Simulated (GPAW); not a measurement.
Ge:

```
Ge
1.0
     1.48805   -2.59469    0.00000
     1.48805    2.59469    0.00000
     0.00000    0.00000    4.72760
Ge
2
Direct
  0.33345 0.66655 0.25000
  0.66655 0.33345 0.75000
```

This isn't the form of Ge at room conditions, which is diamond.

| Property | Result |
| --- | --- |
| Program | GPAW 26.7.0 |
| Task | relaxation of cell and atoms |
| Functional | PBEsol |
| Potentials or basis | PAW data sets generated in the run's folder for this functional |
| Cutoff | 600 eV |
| Basis | pw |
| k mesh | 9 × 9 × 5 |
| Occupations | fermi-dirac, width 0.05 eV |
| Spin | no spin polarisation |

At the start: pressure -0.6 GPa; volume 18.25 Å³/atom.

Where does the relaxation end?

Over 15 steps the energy falls by 8.3 meV/atom; space group P6_3/mmc (No. 194, to 0.05 Å).

The path:
| step | energy change (eV) | largest force (eV/Å) | pressure (GPa) | volume (Å³) |
| --- | --- | --- | --- | --- |
| 1 | 0.0000 | 0.0028 | -0.59 | 36.51 |
| 2 | -0.0006 | 0.0027 | -0.47 | 36.45 |
| 3 | -0.0073 | 0.0011 | 1.32 | 35.82 |
| 4 | 0.0172 | 0.0241 | 5.14 | 34.50 |
| 5 | -0.0099 | 0.0084 | 2.23 | 35.52 |
| 6 | 0.0002 | 0.0029 | -0.76 | 36.60 |
| 7 | -0.0096 | 0.0011 | 0.76 | 36.07 |
| 8 | 0.1578 | 0.0068 | 10.73 | 33.23 |
| 9 | -0.0132 | 0.0070 | 1.54 | 35.79 |
| 10 | -0.0137 | 0.0044 | 1.01 | 35.98 |
| 11 | -0.0143 | 0.0053 | 1.05 | 35.98 |
| 12 | -0.0155 | 0.0069 | 0.84 | 36.09 |
| 13 | -0.0163 | 0.0078 | 0.39 | 36.30 |
| 14 | -0.0165 | 0.0078 | 0.06 | 36.46 |
| 15 | -0.0165 | 0.0076 | 0.00 | 36.49 |

Final structure:
```
CELL_PARAMETERS angstrom
1.47583 -2.53590 0.00000
1.47583 2.53590 0.00000
0.00000 0.00000 4.87536
ATOMIC_POSITIONS crystal
Ge 0.33334 0.66666 0.25000
Ge 0.66666 0.33334 0.75000
```

Caveat: later steps reuse the first step's grids.
